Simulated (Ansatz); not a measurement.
## HfN under compression and expansion

```cif
data_structure
_symmetry_space_group_name_H-M 'P 1'
_symmetry_Int_Tables_number 1
_cell_length_a 3.1947
_cell_length_b 3.1947
_cell_length_c 3.1947
_cell_angle_alpha 60.000
_cell_angle_beta 60.000
_cell_angle_gamma 60.000
_cell_volume 23.06
loop_
_atom_site_label
_atom_site_type_symbol
_atom_site_fract_x
_atom_site_fract_y
_atom_site_fract_z
_atom_site_occupancy
Hf1 Hf 0.00000 0.00000 0.00000 1
N1 N 0.50000 0.50000 0.50000 1
```

The runs use the primitive cell with vectors (0.000, 2.259, 2.259), (2.259, 0.000, 2.259), (2.259, 2.259, 0.000) Å, to which the k mesh refers.

The cell comes from COD entry 1539063, which wasn't checked; take it as a given geometry.

Spin polarisation is left out, and whether a magnetic state lies lower isn't shown here.

No spin–orbit coupling, which matters for the heavy atoms here.

Levels of theory: DFT, PBEsol, all-electron LAPW, scalar-relativistic (Ansatz 0.2.0); DFT, PBEsol, PAW with Ansatz's default frozen-core files, scalar-relativistic (Ansatz 0.2.0).

For LAPW: a Γ-centred 10×10×10 k mesh, Fermi–Dirac smearing of 0.01 eV, basis error target 0.5 meV/atom, no spin polarisation. PAW takes a cutoff of 420 eV at this cell (files made with PBE, cores remade for this functional). The Ansatz runs share mesh, smearing and spin set-up. Plane-wave (PAW) pressures include the program's estimate of the Pulay term.

The cell above is scaled evenly, with fractional coordinates and shape held.

```json
{"V/V(cell)": "0.9400", "V (Å³/atom)": "10.836", "P, LAPW (GPa)": "16.21", "P, PAW (GPa)": "16.13", "free energy over the lowest listed, PAW (meV/atom)": "27.3"}
{"V/V(cell)": "0.9600", "V (Å³/atom)": "11.067", "P, LAPW (GPa)": "9.13", "P, PAW (GPa)": "9.06", "free energy over the lowest listed, PAW (meV/atom)": "9.2"}
{"V/V(cell)": "0.9800", "V (Å³/atom)": "11.297", "P, LAPW (GPa)": "2.76", "P, PAW (GPa)": "2.70", "free energy over the lowest listed, PAW (meV/atom)": "0.9"}
{"V/V(cell)": "0.9900", "V (Å³/atom)": "11.413", "P, LAPW (GPa)": "-0.18", "P, PAW (GPa)": "-0.23", "free energy over the lowest listed, PAW (meV/atom)": "0.0"}
{"V/V(cell)": "1.0000", "V (Å³/atom)": "11.528", "P, LAPW (GPa)": "-2.96", "P, PAW (GPa)": "-3.02", "free energy over the lowest listed, PAW (meV/atom)": "1.2"}
{"V/V(cell)": "1.0100", "V (Å³/atom)": "11.643", "P, LAPW (GPa)": "-5.61", "P, PAW (GPa)": "-5.66", "free energy over the lowest listed, PAW (meV/atom)": "4.3"}
{"V/V(cell)": "1.0200", "V (Å³/atom)": "11.758", "P, LAPW (GPa)": "?", "P, PAW (GPa)": "?", "free energy over the lowest listed, PAW (meV/atom)": "?"}
{"V/V(cell)": "1.0400", "V (Å³/atom)": "11.989", "P, LAPW (GPa)": "-12.74", "P, PAW (GPa)": "-12.78", "free energy over the lowest listed, PAW (meV/atom)": "24.4"}
{"V/V(cell)": "1.0600", "V (Å³/atom)": "12.220", "P, LAPW (GPa)": "-16.89", "P, PAW (GPa)": "-16.94", "free energy over the lowest listed, PAW (meV/atom)": "45.9"}
```

Fill in the row V/V(cell) = 1.0200.

P, LAPW (GPa) = -8.11, P, PAW (GPa) = -8.16, free energy over the lowest listed, PAW (meV/atom) = 9.3.

What do Birch–Murnaghan fits to the pressures give?

LAPW: V0 = 11.41 Å³/atom, B0 = 284 GPa, B0′ = 4.3; PAW: V0 = 11.40 Å³/atom, B0 = 284 GPa, B0′ = 4.3.

PAW's V0 lies -0.02 % from the all-electron value and its B0 0.0 %. Symmetry fixes shape and coordinates here, so this is the relaxed modulus.
